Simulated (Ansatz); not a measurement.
# Bi chain started as a strip of triangles: one chain at several levels of theory, part 4 of 4

Wanted: the relaxed geometry and the open channels of the Bi chain started as a strip of triangles, by several methods.

Ansatz 0.2.0; DFT PBE, plane waves, PAW; relaxation of a chain's period (the session's first sound run).

So far, conductance of the lead as this run defines it (G₀): step 3 (the wire at its relaxed period, level PBE, cutoff 420 eV) 5.00; step 5 (bands of the perfect wire, level PBEsol, cutoff 420 eV) 5.00; step 7 (the wire at its relaxed period, level LDA, cutoff 420 eV) 5.00; step 9 (the perfect wire, level r2SCAN, cutoff 500 eV) 5.00; step 14 (two-component spinors, PBE spin-orbit) 2.80.

### 15. A varied input

This step: DFT PBE, plane waves, PAW; channels and complex bands of a perfect chain; changed: output.transmission.e_range = [-0.5, 0.5], output.transmission.de = 0.05 (Ansatz 0.2.0).

The atoms of the run on the perfect lead (PBE) are kept and the input is varied, to see whether the result depends on it. The ELF is not written this time.

input.yaml

```yaml
crystal:
  lattice:
    - [9.0, 0.0, 0.0]
    - [0.0, 7.5, 0.0]
    - [0.0, 0.0, 3.1529507182]
  atoms:
    - { symbol: Bi, position: [0.348368555, 0.5, 0.0] }
    - { symbol: Bi, position: [0.651631445, 0.5, 0.5] }
kpoints:
  mp_grid: { grid: [1, 1, 26] }
  band_path: { path: ["Γ", Z], npoints: 60 }
scf:
  occupations: { method: fermi_dirac, width: 0.05 }
hamiltonian:
  xc: pbe
output:
  transmission:
    e_range: [-0.5, 0.5]
    de: 0.05
    kmesh: [1, 1]
    reduced_basis: true
    leads: [[0, 0]]
  dos: { projected: true, e_range: [-6, 4] }
  write_potential: true
  write_density: true
  volumetric_format: npy
```

Started as:

```sh
> ansatz run input.yaml --threads 4 --pin off --max-ram 8192MiB --backend cpu --events-out ev --progress --plain --runs-dir out
```

Numbers of over 12 decimals in the logs are rounded to 6 here.

The program printed:

```text
[...]
Crystal: 2 atoms, lattice volume = 212.824 Å³
Basis set: ecut = 420 eV, 4189 PW (Γ)
Bands: 19, of which v1, the nominal top of the filled ones, is band 15 counted from 1 (14 counted from 0)
Symmetry: 8 space group operations
[...]
k-points: 14 of 26
[...]
SCF iter   1: F=—  HF=-24791.577383 eV  |F-HF|=—  |Δ(HF+E_count)|=         —  Δρ=2.25e-3  dr2=4.89e-2  ethr=1.77e-3  ⟨swp⟩=6.4  Hψ=1437  notcnv=0
[...]
SCF iter   7: F=-24791.570631 eV  HF=-24791.570631 eV  |F-HF|=2.08e-8  |Δ(HF+E_count)|=   6.10e-8  Δρ=2.81e-6  dr2=1.23e-8  ethr=3.33e-10  ⟨swp⟩=5.6  Hψ=1018  notcnv=0
SCF 1 converged in 7 iterations: F = -24791.570631 eV  dr2 = 1.23e-8
[...]
transmission: 4 of 24 steps passed
transmission: 8 of 24 steps passed
[...]
transmission: 24 of 24 steps passed
[...]
SCF converged after 7 iterations
Free energy (F): -24791.570631 eV
[...]
Internal energy: -24791.552536 eV  (E = F + TS)
E sigma→0 (E₀):  -24791.561583 eV
Entropy (-TS):   -0.018095 eV (-9.047 meV/atom)
Fermi energy:    0.559217 eV
[...]
--- Band table (eV; the first three rows and the last of 14) ---
  k-point 0: bands = [... 11 lower, -10.0726, -2.5556, -1.8411, -0.0179, 2.1931, 3.1805, 4.5163, 5.0097]
  k-point 1: bands = [... 11 lower, -10.0538, -2.5309, -1.8171, 0.0040, 2.1916, 3.2007, 4.5367, 4.7284]
  k-point 2: bands = [... 11 lower, -9.9977, -2.4572, -1.7452, 0.0693, 2.1673, 3.2604, 4.0797, 4.5951]
  k-point 13: bands = [... 11 lower, -8.8981, -3.2403, -3.2403, 1.2777, 1.2777, 1.5702, 1.5702, 6.2803]
--- Transmission ---
  basis      : 595 plane waves across, 4 finite elements along
  points     : 1, standing for a mesh of 1 x 1
[...]
crystal 0  : Bi2, at the sites [0, 0], period 3.1530 Å: whole cells are its period
[...]
channels       : 5.000000e0 a spin
    conductance    : none, the energies end too early or step too widely for 300 K: set another output.transmission.e_range or a lower de, or, where they end at an eighth of basis.ecutwfc, a higher one
```

The job ended after 13 s (4 threads of Arm Neoverse V2, shared host; peak memory 0.6 GiB; 42 s of CPU time).

Numbers from this step:

| Property | Result |
| --- | --- |
| energy at zero smearing | -24791.5616 eV |

The open channels of the lead, one spin by energy, zero at the Fermi level:

| energy (eV) | open channels of the lead, one spin |
| --- | --- |
| -0.500 | 3 |
| -0.450 | 3 |
| -0.400 | 3 |
| -0.350 | 3 |
| -0.300 | 5 |
| -0.250 | 5 |
| -0.200 | 5 |
| -0.150 | 5 |
| -0.100 | 5 |
| -0.050 | 5 |
| 0.000 | 5 |
| 0.050 | 5 |
| 0.100 | 5 |
| 0.150 | 5 |
| 0.200 | 5 |
| 0.250 | 5 |
| 0.300 | 5 |
| 0.350 | 5 |
| 0.400 | 5 |
| 0.450 | 5 |
| 0.500 | 5 |

It took 13 s against 38 s for the run it varies; the program gives no conductance for this window, step and temperature, so that result is lost.

The channels at the energy nearest the Fermi level, one spin stays within 0.2 % plus 0.001 of the run it varies.

### 16. A varied input

This step: DFT r2SCAN, plane waves, PAW; channels and complex bands of a perfect chain; changed: hamiltonian.xc = "r2scan", scf.occupations.method = "gaussian", scf.occupations.width = 0.01 (Ansatz 0.2.0).

The atoms of the run on the perfect lead (PBE) are kept and the input is varied, to see whether the result depends on it. The ELF is not written this time.

input.yaml, as its differences from that of step 15:

```diff
@@ -12,9 +12,9 @@
 scf:
-  occupations: { method: fermi_dirac, width: 0.05 }
+  occupations: { method: gaussian, width: 0.01 }
 hamiltonian:
-  xc: pbe
+  xc: r2scan
 output:
   transmission:
-    e_range: [-0.5, 0.5]
-    de: 0.05
+    e_range: [-2, 2]
+    de: 0.035
     kmesh: [1, 1]
```

The program printed:

```text
[...]
Crystal: 2 atoms, lattice volume = 212.824 Å³
Basis set: ecut = 500 eV, 5409 PW (Γ), exchange–correlation on 288×240×96 points (64 copies of the dense FFT grid, shifted against one another)
Bands: 19, of which v1, the nominal top of the filled ones, is band 15 counted from 1 (14 counted from 0)
Symmetry: 8 space group operations
[...]
k-points: 14 of 26
[...]
k-point 13: bands = [... 11 lower, -9.3178, -3.5874, -3.5874, 1.1641, 1.1641, 1.5238, 1.5238, 6.6034]
--- Transmission ---
  basis      : 711 plane waves across, 5 finite elements along
  points     : 1, standing for a mesh of 1 x 1
[...]
crystal 0  : Bi2, at the sites [0, 0], period 3.1530 Å: whole cells are its period
[...]
filled         : 102.0 meV over the level at which it is neutral
    channels       : 5.000000e0 a spin
[...]
[key lines of the parts left out:]
SCF converged after 10 iterations
Free energy (F): -24820.322427 eV
Fermi energy:    0.498301 eV
```

It took 100 s on 4 threads; peak memory 1.3 GiB.

This step gave:

| Property | Result |
| --- | --- |
| energy at zero smearing | -24820.3222 eV |
| conductance of the lead as this run defines it | 5.000 G₀ |

It took 100 s against 38 s for the run it varies, and the conductance is 5.00 G₀ against 5.00 G₀.

The channels at the energy nearest the Fermi level, one spin and conductance of the lead as this run defines it stay within 0.2 % plus 0.001 of the run it varies.

### 17. Summary of results

| Item | Value |
| --- | --- |
| cell length, PBE | 3.153 Å |
| cell length, PBEsol | 3.108 Å |
| cell length, LDA | 3.026 Å |
| cell length, r2SCAN | 3.067 Å |
| cell length, PBE, NC files | 3.150 Å |
| cell length, PBE, no spin | 3.153 Å |
| conductance, PBE | 5.00 G₀ |
| conductance, PBEsol | 5.00 G₀ |
| conductance, LDA | 5.00 G₀ |
| conductance, r2SCAN | 5.00 G₀ |
| conductance, with spin-orbit coupling | 2.80 G₀ |

Under PBE the cell's length is 3.15 Å, no moment survives, and it is a metal with 5 channels a spin next to the Fermi level, 5.00 G₀ at 300 K. The cell's length spans 4.2 % over the functionals, shortest under LDA and longest under PBE. A perfect wire passes every open channel, so the conductance counts half a G₀ for each forward-moving state at the Fermi level, spin by spin. At the relaxed period it forms two rows 2.73 Å apart, with 3.15 Å between atoms of unlike rows and 3.15 Å along a row: a strip of triangles. Spin-orbit coupling moves the conductance from 5.00 G₀ to 2.80 G₀. Transport is coherent and elastic here: the atoms are frozen, so scattering by vibrations plays no part.

[Logs are printed without paths, hosts, clocks, repeated set-up lines and the standing remarks that a program may print on its own settings, such as how far it seeks lower states.]

[Hosts, paths, dates, database ids (printed as entryN), source tags and the programs' standing remarks are cut or masked in the printed files.]
